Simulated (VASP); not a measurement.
The system is GaN.

```
CELL_PARAMETERS angstrom
3.90775 0.00000 0.00000
0.00000 3.90775 0.00000
0.00000 0.00000 4.10527
ATOMIC_POSITIONS crystal
Ga 0.50000 0.50000 0.00000
Ga 0.00000 0.00000 0.00000
N 0.50000 0.00000 0.83981
N 0.00000 0.50000 0.16019
```

The cell was built by a generator and needn't be a form met in nature.

* Program: VASP 6.6.1
* Task: relaxation of cell and atoms
* Functional: PBE
* Dispersion: D3(BJ)
* Potentials or basis: VASP PAW PBE potentials, release 64 (Ga_d, N)
* Cutoff: 600 eV
* k mesh: 4 × 4 × 4
* Occupations: gaussian, width 0.1 eV
* Spin: no spin polarisation

At the start: pressure -12.0 GPa; volume 15.67 Å³/atom.

Question: Where does the relaxation end?

Answer: Over 15 steps the energy falls by 101.9 meV/atom and the volume is 12.13 Å³/atom (-22.6 %); space group P4/nmm (No. 129, to 0.05 Å).

Step by step:
```tsv
step	energy change (eV)	largest force (eV/Å)	pressure (GPa)	volume (Å³)
1	0.0000	0.5145	-12.03	62.69
2	0.0653	1.4165	17.57	52.55
3	-0.2635	0.2224	-1.07	57.53
4	-0.2636	0.2409	-0.76	57.43
5	-0.2781	0.2376	-0.79	56.78
6	-0.3199	0.2334	-0.68	54.84
7	-0.3829	0.2499	0.15	50.97
8	-0.2367	0.4602	7.36	43.36
9	-0.3826	0.3571	1.51	49.61
10	-0.3899	0.0709	-2.34	49.88
11	-0.3917	0.1572	-1.19	49.80
12	-0.4026	0.0615	-1.02	49.27
13	-0.4069	0.0499	-0.90	48.71
14	-0.4048	0.1024	1.74	48.14
15	-0.4077	0.0016	0.00	48.51
```

Final structure:
```yaml
crystal:
  lattice:
    - [3.72095, 0.00000, 0.00000]
    - [0.00000, 3.72095, 0.00000]
    - [0.00000, 0.00000, 3.50370]
  atoms:
    - { symbol: Ga, position: [0.50000, 0.50000, 0.00000] }
    - { symbol: Ga, position: [0.00000, 0.00000, 0.00000] }
    - { symbol: N, position: [0.50000, 0.00000, 0.79215] }
    - { symbol: N, position: [0.00000, 0.50000, 0.20785] }
```

Caveat: the volume moved by over 15 % at a fixed basis, so the end points are rough.
